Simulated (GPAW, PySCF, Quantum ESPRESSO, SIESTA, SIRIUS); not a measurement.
## Cost and result for the bulk modulus of CdSe

Symmetry: F-43m, No. 216, cubic system. The conventional cell has a = 6.141 Å, b = 6.141 Å, c = 6.141 Å, α = 90.00°, β = 90.00°, γ = 90.00°. Cd (site symmetry -43m) is surrounded by 4 Se at 2.66 Å. Se (site symmetry -43m) is surrounded by 4 Cd at 2.66 Å.

The cell is a database's computed one, not the measured one.

| rung | level | program and potentials | cutoff (eV) | k mesh | smearing | core time | chip | bulk modulus (GPa) | notes |
| --- | --- | --- | --- | --- | --- | --- | --- | --- | --- |
| GGA + dispersion | PBE+D4 | GPAW, GPAW PAW data sets (gpaw-data 1.2.1) | 600 | 6 × 6 × 6 | fermi-dirac 0.05 | 25 s | AMD EPYC 9R45 Zen 5 | 50.8 | - |
| GGA + dispersion | revPBE+D3(BJ) | GPAW, the program's PAW data sets (release 1.2.1) made for this functional | 600 | 6 × 6 × 6 | fermi-dirac 0.05 | 25 s | AMD EPYC 9R45 Zen 5 | 51.5 | - |
| GGA + dispersion | RPBE+D3(zero damping) | GPAW, the program's PAW data sets (release 1.2.1) made for this functional | 600 | 6 × 6 × 6 | fermi-dirac 0.05 | 26 s | AMD EPYC 9R45 Zen 5 | 43.6 | - |
| GGA | SOGGA | GPAW, PAW data sets generated for this functional | 600 | 6 × 6 × 6 | fermi-dirac 0.05 | 26 s | AMD EPYC 9R45 Zen 5 | 53.1 | - |
| GGA + dispersion | BLYP+D3(BJ) | GPAW, PAW data sets generated for this functional | 600 | 6 × 6 × 6 | fermi-dirac 0.05 | 35 s | Intel Xeon 6975P-C Granite Rapids | 50.2 | - |
| GGA | revPBE | GPAW, the program's PAW data sets (release 1.2.1) made for this functional | 600 | 6 × 6 × 6 | fermi-dirac 0.05 | 38 s | Intel Xeon 6975P-C Granite Rapids | 41.3 | - |
| non-local van der Waals functional | optPBE-vdW | GPAW, GPAW PAW data sets (gpaw-data 1.2.1) | 600 | 6 × 6 × 6 | fermi-dirac 0.05 | 42 s | Intel Xeon 6975P-C Granite Rapids | 42.7 | potentials made for PBE |
| GGA | PBE | GPAW, PAW data sets generated for this functional | 600 | 6 × 6 × 6 | fermi-dirac 0.05 | 75 s | Intel Xeon Platinum 8488C Sapphire Rapids | 45.4 | - |
| GGA + dispersion | revPBE+D3(zero damping) | GPAW, the program's PAW data sets (release 1.2.1) made for this functional | 600 | 6 × 6 × 6 | fermi-dirac 0.05 | 80 s | Intel Xeon Platinum 8488C Sapphire Rapids | 50.5 | - |
| GGA | PBEsol | GPAW, PAW data sets generated for this functional | 600 | 8 × 8 × 8 | fermi-dirac 0.05 | 2 min | Arm Neoverse V1 | 52.6 | - |
| GGA | PBEsol | SIESTA, files PseudoDojo sr-pbesol-0.4.1-standard, DZP (energy shift 0.003 Ry; two zetas on semicore shells) | - | 8 × 8 × 8 | fermi-dirac 0.05 | 2.6 min | Intel Xeon 6975P-C Granite Rapids | 54.5 | atomic basis |
| GGA | PBEsol | Quantum ESPRESSO, GBRV 1.5 PBEsol | 612 | 8 × 8 × 8 | fermi-dirac 0.05 | 2.6 min | Arm Neoverse V2 | 52.1 | - |
| GGA | PBEsol | SIRIUS, PseudoDojo 0.4.1 PBEsol standard (scalar relativistic) | 1388 | 8 × 8 × 8 | fermi-dirac 0.05 | 21 min | Intel Xeon Platinum 8259CL Skylake/Cascade Lake | 52.1 | - |
| GGA | PBEsol | PySCF, DZVP-MOLOPT-SR/GTH-PBE (potentials made for PBE) | - | 4 × 4 × 4 | fermi-dirac 0.05 | 1.7 h | Intel Xeon Skylake/Cascade Lake | 50.5 | coarse mesh; atomic basis; potentials made for PBE |
| GGA | PBEsol | PySCF, DZVP-MOLOPT-SR/GTH-PBE (potentials made for PBE) | - | 3 × 3 × 3 | fermi-dirac 0.05 | 1.8 h | Intel Xeon Skylake/Cascade Lake | 47.5 | coarse mesh; atomic basis; potentials made for PBE |
| LDA | LDA | PySCF, DZVP-MOLOPT-SR/GTH-PBE (potentials made for PBE) | - | 3 × 3 × 3 | fermi-dirac 0.05 | 2 h | Intel Xeon Skylake/Cascade Lake | 50.8 | coarse mesh; atomic basis; potentials made for PBE |

Times are single runs on shared hosts and different chips, so they are rough; meshes, cutoffs and the tasks' sizes weigh on the time. Task: equation of state. All rows: no spin polarisation. Smearing widths are in eV. Meshes differ between rows, which moves values too. Meshes are those of the run's cell of 2 atoms unless a note names another. Runs on faulty files, with rough fits or with known faults for this quantity aren't shown. No row holds spin-orbit coupling.

By rung: GGA + dispersion 43.6 to 51.5; GGA 41.3 to 53.1; non-local van der Waals functional 42.7; LDA on coarse meshes 50.8; GGA in atomic bases 54.5; GGA on coarse meshes 47.5 to 50.5 (GPa).

The computed bulk modulus of CdSe varies appreciably with the choice of GGA. Among the uncorrected GGAs it rises from revPBE (41.3 GPa) through PBE (45.4 GPa) to PBEsol and SOGGA (53.1 GPa). Exchange that favours inhomogeneous density less strongly usually gives shorter equilibrium bonds, and the polar-covalent Cd–Se network resists compression more as its bonds shorten. The PBEsol values from GPAW, Quantum ESPRESSO and SIRIUS lie much closer together than those of the different GGAs, so this ordering is unlikely to be a potential artefact.

Adding dispersion stiffens both PBE and revPBE, the latter more, probably because the extra attraction contracts the lattice. This doesn't establish dispersion as a major part of the bonding, since the correction may also offset overly repulsive semilocal exchange. RPBE+D3 remains soft at 43.6 GPa, so a dispersion term alone doesn't guarantee a stiff lattice. Resistance to uniform compression also says nothing about shear rigidity or the preference between zinc blende and wurtzite.
